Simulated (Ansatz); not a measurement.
# VS3: one candidate structure

Aim: relax VS3 from this start, A15 type (Pm-3n, No. 223), and see where it ends.

Program: Ansatz 0.2.0. Level of theory: DFT PBE, scalar-relativistic, plane waves, PAW. These are calculated values, not measurements.

**1. The starting structure**

Symmetry: Pm-3n, No. 223, cubic system. Conventional cell: a = 5.402 Å, b = 5.402 Å, c = 5.402 Å, α = 90.00°, β = 90.00°, γ = 90.00°. Around V (site symmetry m-3) lie 12 S at 3.02 Å. Around S (site symmetry -4m2) lie 2 S at 2.70 Å and 4 V at 3.02 Å.

As a file:

```cif
data_structure
_symmetry_space_group_name_H-M 'Pm-3n'
_symmetry_Int_Tables_number 223
_cell_length_a 5.4015
_cell_length_b 5.4015
_cell_length_c 5.4015
_cell_angle_alpha 90.000
_cell_angle_beta 90.000
_cell_angle_gamma 90.000
_cell_volume 157.60
loop_
_atom_site_label
_atom_site_type_symbol
_atom_site_symmetry_multiplicity
_atom_site_Wyckoff_symbol
_atom_site_fract_x
_atom_site_fract_y
_atom_site_fract_z
_atom_site_occupancy
V1 V 2 a 0.00000 0.00000 0.00000 1
S1 S 6 c 0.00000 0.50000 0.25000 1
```

(A quick probe on a coarse mesh, which set the mesh and smearing, is not shown.)

**3. Coarse relaxation**

The input, input.yaml:

```yaml
crystal:
  lattice:
    - [5.4015214694, 0.0, 0.0]
    - [0.0, 5.4015214694, 0.0]
    - [0.0, 0.0, 5.4015214694]
  atoms:
    - { symbol: V, position: [0.0, 0.0, 0.0], spin: 2.58 }
    - { symbol: V, position: [0.5, 0.5, 0.5], spin: 2.58 }
    - { symbol: S, position: [0.0, 0.5, 0.25], spin: -0.39 }
    - { symbol: S, position: [0.0, 0.5, 0.75], spin: -0.39 }
    - { symbol: S, position: [0.25, 0.0, 0.5], spin: -0.39 }
    - { symbol: S, position: [0.75, 0.0, 0.5], spin: -0.39 }
    - { symbol: S, position: [0.5, 0.75, 0.0], spin: -0.39 }
    - { symbol: S, position: [0.5, 0.25, 0.0], spin: -0.39 }
basis:
  ecutwfc: 420
kpoints:
  mp_grid: { grid: [4, 4, 4] }
hamiltonian:
  xc: pbe
scf:
  occupations: { method: gaussian, width: 0.1 }
  lower_state_search: "off"
output:
  forces: true
  stress: true
  eigenvalues: true
  populations: true
magnetization:
  spin_polarized: true
relax:
  adjacent_minimum: "off"
  f_tol: 0.04
  max_steps: 70
  cell: { stress_tol: 0.4 }
```

Command:

```sh
$ ansatz run input.yaml --threads 1 --pin off --max-ram 2560MiB --backend cpu --events-out ev --progress --plain --runs-dir out
```

Further runs follow: relaxing cell and atoms.

What does the calculation give?

**Answer**, as computed:

Formation energies count from the elements, computed with the same settings in runs not shown here.

```
                          quantity                                                                      value
                              cell  a = 4.904 Å, b = 4.904 Å, c = 4.904 Å, α = 90.00°, β = 90.00°, γ = 90.00°
                       space group                                                            Pm-3n (No. 223)
                            volume                                                              14.74 Å³/atom
                   gap on the mesh                                                               none (metal)
formation energy from the elements                                                             +0.140 eV/atom
                    largest moment                                                                    1.39 μB
```

What this shows: The space group stayed Pm-3n, and from the first guess the volume went from 19.70 to 14.74 Å³/atom. The formation energy of +0.14 eV/atom is positive, so the elements lie lower than this structure; another structure of the compound can lie lower.
